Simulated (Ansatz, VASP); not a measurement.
**Two plane-wave programs on NiO**

The input INCAR:

```
ALGO = Normal
EDIFF = 1E-7
ENCUT = 520
GGA = PS
ISIF = 2
ISMEAR = -1
ISPIN = 2
LASPH = T
LCHARG = F
LMAXMIX = 4
LORBIT = 11
LREAL = F
LWAVE = F
MAGMOM = 1 0
NBANDS = 19
NELM = 100
PREC = Accurate
SIGMA = 0.05
```

File KPOINTS:

```
k-points
0
Gamma
  11 11 11
```

POSCAR

```
NiO
1.0
    0.0000000000      2.0719018797      2.0719018797
    2.0719018797      0.0000000000      2.0719018797
    2.0719018797      2.0719018797      0.0000000000
Ni O
1 1
Direct
    0.0000000000      0.0000000000      0.0000000000
    0.5000000000      0.5000000000      0.5000000000
```

The input input.yaml:

```yaml
crystal:
  lattice:
    - [0.0, 2.0719018797, 2.0719018797]
    - [2.0719018797, 0.0, 2.0719018797]
    - [2.0719018797, 2.0719018797, 0.0]
  atoms:
    - { symbol: Ni, position: [0.0, 0.0, 0.0], spin: 1.0 }
    - { symbol: O, position: [0.5, 0.5, 0.5] }
hamiltonian:
  xc: pbesol
  pseudopotentials: { kind: paw }
magnetization:
  spin_polarized: true
kpoints:
  mp_grid: { grid: [11, 11, 11] }
scf:
  occupations: { method: fermi_dirac, width: 0.05 }
output:
  forces: true
  stress: true
  eigenvalues: true
```

Change from the starting cell: volume scaled by 0.98.

Alike in both runs: task single point; functional PBEsol; k mesh 11 × 11 × 11; occupations fermi-dirac, width 0.05 eV; collinear spin, ferromagnetic start.

|  | VASP | Ansatz |
| --- | --- | --- |
| version | VASP 6.6.1 | Ansatz 0.2.0 |
| potentials or method | VASP PAW PBE potentials, release 64 (Ni, O) | Ansatz PAW |
| plane-wave cutoff (eV) | 520 | 420 |
| valence electrons in the cell | 16 | 24 |

Ansatz gave:

| Quantity | Value |
| --- | --- |
| gap on the k mesh at the Fermi level (eV) | none |
| pressure (GPa) | -3.9 |
| net moment per atom (μB) | 0.66 |
| size of the moment on the site where the two differ most (μB) | 0.20 |

Question: Estimate VASP's values.

Answer: gap on the k mesh at the Fermi level (eV): none; pressure (GPa): -4.0; net moment per atom (μB): 0.65; size of the moment on the site where the two differ most (μB): 0.18.

Site moments also hang on the region over which each program counts them. A gap of «none» marks a metal or a gap that the smearing closes. The two sets of potentials don't hold the same shells in valence.

Caveats: a cell with one magnetic atom can't hold antiferromagnetic order, which such compounds often take; semilocal functionals often make such compounds metallic where correlation or magnetic order opens a gap, which also shifts bond lengths; the PAW data sets were made with another functional, which shifts forces and pressure a little (VASP); the pressure holds a Pulay correction of +0.8 GPa for the finite cutoff (Ansatz); the PAW data sets come from PBE, with cores solved anew for the run's functional, which leaves a small shift of forces and pressure (Ansatz).
